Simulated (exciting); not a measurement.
## Sb: single point with PBEsol

The system is Sb.

```
Sb
1.0
    -1.91168    1.89860    1.91097
     1.86645   -1.92422    1.89137
     1.82583    1.83838   -1.93660
Sb
1
Direct
  0.00668 0.00212 0.01774
```

The cell isn't the ideal one: cell strained at random at fixed volume.

```json
{"Program": "exciting (release sodium)", "Task": "single point", "Functional": "PBEsol", "Potentials or basis": "all-electron LAPW+lo, shipped species files, valence relativity iora*", "rgkmax": "9", "k mesh": "10 × 10 × 10", "Occupations": "fermi-dirac, width 0.05 eV", "Spin": "no spin polarisation"}
```

* Band gap on the k mesh: none (metal or under the smearing width)
* All electrons inside the program's atomic spheres: Sb 48.09 (radii Sb 2.3 bohr)

Levels at points of the mesh, in eV from the Fermi level:
```csv
k point,band 5,band 6,band 7,band 8,band 9,band 10,band 11,band 12
"(0.00, 0.00, 0.00)",-29.07,-13.07,5.31,5.48,6.19,10.98,11.39,11.40
"(0.50, 0.00, 0.00)",-29.02,-8.82,-5.77,1.81,4.03,6.67,7.48,13.27
"(0.00, 0.50, 0.00)",-29.02,-8.67,-5.72,1.57,3.82,6.36,7.31,13.35
"(0.50, 0.50, 0.00)",-29.03,-9.12,-5.79,1.87,3.80,6.52,7.34,14.79
"(0.00, 0.00, 0.50)",-29.01,-8.40,-5.63,1.23,3.42,6.06,6.83,13.68
"(0.50, 0.00, 0.50)",-29.03,-9.05,-5.80,1.81,4.10,6.44,7.74,13.93
"(0.00, 0.50, 0.50)",-29.03,-9.05,-5.81,1.83,4.31,6.46,7.99,13.60
"(0.50, 0.50, 0.50)",-29.02,-5.49,-2.41,-2.08,-1.62,2.85,3.08,17.21
```

It took 5.5 min on 1 thread of Arm Neoverse V2, with other jobs on the host, peak memory 0.12 GiB.

Caveat: the log's total energy holds no entropy term; the free energy is that total less TS from the occupations. Spin-orbit coupling is left out, which matters for the levels of Sb.
